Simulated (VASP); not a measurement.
## CaO (rocksalt): a HSE06 single-point calculation in VASP

INCAR, step 1 (PBE orbitals to start from)

```
NELM = 120
LWAVE = .TRUE.
ENCUT = 520
PREC = Accurate
LREAL = .FALSE.
ISMEAR = 0
SIGMA = 0.01
LCHARG = .FALSE.
EDIFF = 1E-5
GGA = PE
NBANDS = 15
LASPH = .TRUE.
```

INCAR, step 2

```
NSW = 0
NBANDS = 15
EDIFF = 1E-7
ISIF = 2
IBRION = -1
PRECFOCK = Fast
LREAL = .FALSE.
NELM = 120
LCHARG = .FALSE.
GGA = PE
ENCUT = 520
PREC = Accurate
HFSCREEN = 0.2079
LASPH = .TRUE.
ISMEAR = 0
SIGMA = 0.01
LHFCALC = .TRUE.
AEXX = 0.25
LWAVE = .FALSE.
ALGO = Normal
ISTART = 1
```

KPOINTS

```
KPOINTS created by Atomic Simulation Environment
0
Gamma
6 6 6
0 0 0
```

KPOINTS_OPT

```
special points
6
Reciprocal
0.0000000000 0.0000000000 0.0000000000 1
0.5000000000 0.0000000000 0.5000000000 1
0.5000000000 0.2500000000 0.7500000000 1
0.3750000000 0.3750000000 0.7500000000 1
0.5000000000 0.5000000000 0.5000000000 1
0.6250000000 0.2500000000 0.6250000000 1
```

POSCAR

```
Ca O
 1.0000000000000000
    -0.0000000000000000    2.3975501229068663    2.3975501229068663
     2.3975501229068663   -0.0000000000000000    2.3975501229068663
     2.3975501229068663    2.3975501229068663   -0.0000000000000000
 Ca  O
   1   1
Cartesian
  0.0000000000000000  0.0000000000000000  0.0000000000000000
  2.3975501229068663  2.3975501229068663  2.3975501229068663
```

VASP ran with the recommended PBE PAW datasets (16 valence electrons in the cell).

Command

```
mpirun -np 1 vasp_std
```

OSZICAR

```
N       E                     dE             d eps       ncg     rms          rms(c)
DAV:   1    -0.148856409440E+02   -0.14886E+02   -0.23190E-01   508   0.567E+00    0.581E-01
DAV:   2    -0.148788560613E+02    0.67849E-02   -0.28418E-02   536   0.195E+00    0.299E-01
DAV:   3    -0.148785194581E+02    0.33660E-03   -0.38546E-03   571   0.665E-01    0.249E-01
DAV:   4    -0.148778662587E+02    0.65320E-03   -0.83371E-04   620   0.255E-01    0.122E-01
DAV:   5    -0.148777177219E+02    0.14854E-03   -0.27047E-04   599   0.130E-01    0.556E-02
DAV:   6    -0.148776641714E+02    0.53551E-04   -0.16367E-05   584   0.579E-02    0.337E-02
DAV:   7    -0.148776486341E+02    0.15537E-04   -0.68416E-06   608   0.318E-02    0.217E-02
DAV:   8    -0.148776446721E+02    0.39621E-05   -0.34711E-06   621   0.183E-02    0.128E-02
DAV:   9    -0.148776437018E+02    0.97024E-06   -0.10697E-06   600   0.968E-03    0.713E-03
DAV:  10    -0.148776436116E+02    0.90226E-07   -0.26859E-07   564   0.536E-03
   1 F= -.14877644E+02 E0= -.14877644E+02  d E =-.272586-118
       N       E                     dE             ncg
DAV:   1    -0.350255619428E+03   -0.37334E+04      180
DAV:   2    -0.118204328960E+04   -0.83179E+03      194
DAV:   3    -0.122963451855E+04   -0.47591E+02      229
DAV:   4    -0.123132039986E+04   -0.16859E+01      291
DAV:   5    -0.123134503917E+04   -0.24639E-01      243
DAV:   6    -0.123134533064E+04   -0.29148E-03      245
DAV:   7    -0.123134533955E+04   -0.89050E-05      222
DAV:   8    -0.123134533973E+04   -0.17833E-06      214
DAV:   9    -0.123134533973E+04   -0.49067E-08      160
```

From OUTCAR

```
k-points           NKPTS =     16   k-points in BZ     NKDIM =    216   number of bands    NBANDS=     15

   NELECT =      16.0000    total number of electrons

   dimension x,y,z NGX =    28 NGY =   28 NGZ =   28
   dimension x,y,z NGXF=    56 NGYF=   56 NGZF=   56

  energy-cutoff  :      520.00
  volume of cell :       27.56
      direct lattice vectors                 reciprocal lattice vectors
     0.000000000  2.397550123  2.397550123    -0.208546214  0.208546214  0.208546214
     2.397550123  0.000000000  2.397550123     0.208546214 -0.208546214  0.208546214
     2.397550123  2.397550123  0.000000000     0.208546214  0.208546214 -0.208546214

 k-points in reciprocal lattice and weights: KPOINTS created by Atomic Simulation Env
   0.00000000  0.00000000  0.00000000       0.005
   0.16666667  0.00000000  0.00000000       0.037
   0.33333333  0.00000000  0.00000000       0.037
   0.50000000  0.00000000  0.00000000       0.019
   0.16666667  0.16666667  0.00000000       0.028
   0.33333333  0.16666667  0.00000000       0.111
   0.50000000  0.16666667  0.00000000       0.111
  -0.33333333  0.16666667  0.00000000       0.111
   ...

 E-fermi :   1.4910

 k-point     1 :       0.0000    0.0000    0.0000
  band No.  band energies     occupation
      1     -38.8305      2.00000
      2     -18.1146      2.00000
      3     -18.1146      2.00000
      4     -18.1146      2.00000
      5     -15.7252      2.00000
      6       1.3287      2.00000
      7       1.3287      2.00000
      8       1.3287      2.00000
      9       7.6120      0.00000
     10       9.5351      0.00000
     11       9.5351      0.00000
     12       9.5351      0.00000
     13      11.1761      0.00000
     14      11.1761      0.00000
     15      18.0552      0.00000

 k-point     2 :       0.1667    0.0000    0.0000
  band No.  band energies     occupation
      1     -38.8033      2.00000
      2     -18.5518      2.00000
      3     -18.1275      2.00000
      4     -18.1275      2.00000
      5     -15.2617      2.00000
      6       0.4360      2.00000
      7       0.9648      2.00000
      8       0.9648      2.00000
      9       8.7719      0.00000
     10       9.4568      0.00000
     11      10.0457      0.00000
     12      10.0457      0.00000
     13      11.8623      0.00000
     14      11.8623      0.00000
     15      19.1592      0.00000

 k-point     3 :       0.3333    0.0000    0.0000
  band No.  band energies     occupation
      1     -38.7483      2.00000
      2     -19.1823      2.00000
      3     -18.1530      2.00000
      4     -18.1530      2.00000
      5     -14.5726      2.00000
      6      -0.9296      2.00000
      7       0.3335      2.00000
      8       0.3335      2.00000
      9       9.7740      0.00000
     10      10.7944      0.00000
     11      11.2407      0.00000
     12      11.2407      0.00000
     13      13.3166      0.00000
     14      13.3166      0.00000
     15      18.8323      0.00000

 k-point     4 :       0.5000    0.0000    0.0000
  band No.  band energies     occupation
      1     -38.7206      2.00000
      2     -19.4387      2.00000
      3     -18.1655      2.00000
      4     -18.1655      2.00000
      5     -14.2834      2.00000
      6      -1.5061      2.00000
      7       0.0534      2.00000
      8       0.0534      2.00000
      9      10.4038      0.00000
     10      11.4501      0.00000
     11      11.9654      0.00000
     12      11.9654      0.00000
     13      14.2414      0.00000
     14      14.2414      0.00000
     15      17.9459      0.00000

 k-point     5 :       0.1667    0.1667    0.0000
  band No.  band energies     occupation
      1     -38.7945      2.00000
      2     -18.5355      2.00000
      3     -18.1758      2.00000
      4     -18.1758      2.00000
      5     -15.2336      2.00000
      6       0.0498      2.00000
      7       1.1314      2.00000
      8       1.1314      2.00000
      9       8.5547      0.00000
     10       8.8279      0.00000
     11      10.6020      0.00000
     12      10.6020      0.00000
     13      11.4748      0.00000
     14      12.6138      0.00000
     15      19.6530      0.00000

 k-point     6 :       0.3333    0.1667    0.0000
  band No.  band energies     occupation
      1     -38.7492      2.00000
      2     -18.9442      2.00000
      3     -18.2195      2.00000
      4     -18.2143      2.00000
      5     -14.8519      2.00000
      6      -0.6271      2.00000
      7       0.5705      2.00000
      8       0.7454      2.00000
      9       8.4341      0.00000
     10      10.2994      0.00000
     11      11.5398      0.00000
     12      11.6882      0.00000
     13      12.3616      0.00000
     14      13.7688      0.00000
     15      19.6778      0.00000

 k-point     7 :       0.5000    0.1667    0.0000
  band No.  band energies     occupation
      1     -38.7125      2.00000
      2     -19.2469      2.00000
      3     -18.2844      2.00000
      4     -18.2153      2.00000
      5     -14.5403      2.00000
      6      -1.0438      2.00000
      7       0.0803      2.00000
      8       0.2592      2.00000
      9       9.4965      0.00000
     10      10.9131      0.00000
     11      12.2419      0.00000
     12      12.5444      0.00000
     13      13.7837      0.00000
     14      14.7264      0.00000
     15      17.7357      0.00000

 k-point     8 :      -0.3333    0.1667    0.0000
  band No.  band energies     occupation
      1     -38.7215      2.00000
      2     -19.2034      2.00000
      3     -18.3216      2.00000
      4     -18.1674      2.00000
      5     -14.5360      2.00000
      6      -1.0403      2.00000
      7       0.1263      2.00000
      8       0.3191      2.00000
      9       9.8780      0.00000
     10      10.6635      0.00000
     11      11.5068      0.00000
     12      12.1528      0.00000
     13      14.1008      0.00000
     14      14.3126      0.00000
     15      18.2002      0.00000

 k-point     9 :      -0.1667    0.1667    0.0000
  band No.  band energies     occupation
      1     -38.7671      2.00000
      2     -18.8798      2.00000
      3     -18.2475      2.00000
      4     -18.1233      2.00000
      5     -14.8687      2.00000
      6      -0.4161      2.00000
      7       0.4510      2.00000
      8       0.8499      2.00000
      9       9.2488      0.00000
     10       9.8532      0.00000
     11      10.4226      0.00000
     12      11.3265      0.00000
     13      12.4930      0.00000
     14      13.1098      0.00000
     15      19.7834      0.00000

 k-point    10 :       0.3333    0.3333    0.0000
  band No.  band energies     occupation
      1     -38.7233      2.00000
      2     -18.8192      2.00000
      3     -18.2989      2.00000
      4     -18.2989      2.00000
      5     -15.1452      2.00000
      6      -0.5165      2.00000
      7       0.9336      2.00000
      8       0.9336      2.00000
      9       7.1681      0.00000
     10      10.5789      0.00000
     11      12.1365      0.00000
     12      12.5330      0.00000
     13      12.5330      0.00000
     14      14.1680      0.00000
     15      19.6813      0.00000

 k-point    11 :       0.5000    0.3333    0.0000
  band No.  band energies     occupation
      1     -38.6963      2.00000
      2     -18.8447      2.00000
      3     -18.4597      2.00000
      4     -18.3129      2.00000
      5     -15.1171      2.00000
      6      -0.2756      2.00000
      7       0.4191      2.00000
      8       0.6855      2.00000
      9       7.5335      0.00000
     10      11.5448      0.00000
     11      12.3793      0.00000
     12      12.8006      0.00000
     13      13.0304      0.00000
     14      15.2038      0.00000
     15      17.5685      0.00000

 k-point    12 :      -0.3333    0.3333    0.0000
  band No.  band energies     occupation
      1     -38.6955      2.00000
      2     -18.9570      2.00000
      3     -18.5745      2.00000
      4     -18.2479      2.00000
      5     -14.7904      2.00000
      6      -0.5301      2.00000
      7       0.1100      2.00000
      8       0.2927      2.00000
      9       9.1741      0.00000
     10      10.7548      0.00000
     11      12.2020      0.00000
     12      12.3389      0.00000
     13      13.8833      0.00000
     14      17.0449      0.00000
     15      17.4238      0.00000

 k-point    13 :       0.5000    0.5000    0.0000
  band No.  band energies     occupation
      1     -38.6882      2.00000
      2     -18.7657      2.00000
      3     -18.3608      2.00000
      4     -18.3608      2.00000
      5     -15.4610      2.00000
      6      -0.1116      2.00000
      7       0.9075      2.00000
      8       0.9075      2.00000
      9       6.6233      0.00000
     10      11.5285      0.00000
     11      12.5079      0.00000
     12      13.3133      0.00000
     13      13.3133      0.00000
     14      14.5524      0.00000
     15      16.7795      0.00000

 ...

  Total        0.1636875      0.1636875      0.1636875      0.0000000      0.0000000     -0.0000000
  in kB        9.5146541      9.5146541      9.5146541      0.0000000      0.0000000     -0.0000000
  external PRESSURE =       9.5146541 kB  Pullay stress =       0.0000000 kB

 POSITION                                       TOTAL-FORCE (eV/Angst)
 -----------------------------------------------------------------------------------
      0.00000      0.00000      0.00000        -0.000000     -0.000000     -0.000000
      2.39755      2.39755      2.39755         0.000000      0.000000      0.000000
 -----------------------------------------------------------------------------------
    total drift:                               -0.000000     -0.000000     -0.000000

  FREE ENERGIE OF THE ION-ELECTRON SYSTEM (eV)
  ---------------------------------------------------
  free  energy   TOTEN  =       -14.8776436116 eV

  energy  without entropy=      -14.8776436116  energy(sigma->0) =      -14.87764361
```

```json
{"gap between bands v and c": "5.29 eV", "least direct gap": "5.72 eV", "pressure": "1.0 GPa"}
```

Band v is the last that the valence electrons fill when counted band by band, and c is the next.

The run (its last step) took about 9.7 min on one core of a shared host (Intel Xeon 6975P-C) and held 0.29 GiB at most.
